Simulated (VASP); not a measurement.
Input of a VASP 6.6.1 run:

INCAR

```
  PREC = Accurate
  ENCUT = 520
  EDIFF = 1E-7
  ISMEAR = -1
  SIGMA = 0.05
  LREAL = False
  LASPH = True
  NELM = 80
  ALGO = Normal
  ISIF = 2
  LWAVE = False
  LCHARG = False
  GGA = PE
  NBANDS = 28
```

Contents of KPOINTS:

```
Automatic mesh
0
Gamma
  5 5 8
```

File POSCAR:

```
La2O3
1.0
    6.2667802772      0.0000000000      0.0000000000
   -3.1333901386      5.4271909200      0.0000000000
    0.0000000000      0.0000000000      3.2997660000
La O
2 3
Direct
    0.6666666667      0.3333333333      0.5000000000
    0.3333333333      0.6666666667      0.5000000000
    0.5080139900      0.0000000000      0.0000000000
    0.0000000000      0.5080139900      0.0000000000
    0.4919860100      0.4919860100      0.0000000000
```

Potentials or basis: VASP PAW PBE potentials, release 64 (La, O).

The run is started by

```sh
$ cat potpaw_PBE.64/La/POTCAR potpaw_PBE.64/O/POTCAR > POTCAR
$ mpirun -np 1 vasp_std > vasp.out
```

Question: What does it give for the band gap on the k mesh?

Answer: 1.54 eV, indirect (least direct gap 2.05 eV).

Question: Predict the largest force.

Answer: 0.047 eV/Å.

Forces in eV/Å, atoms in the order of the input:
```
La   0.000  0.000  0.000
La   0.000  0.000  0.000
O   -0.047  0.000  0.000
O    0.024 -0.041  0.000
O    0.024  0.041  0.000
```

Caveat: spin-orbit coupling is left out, which moves the levels of the heavy elements; an odd mesh through Γ misses points on the zone boundary, where band edges often lie.
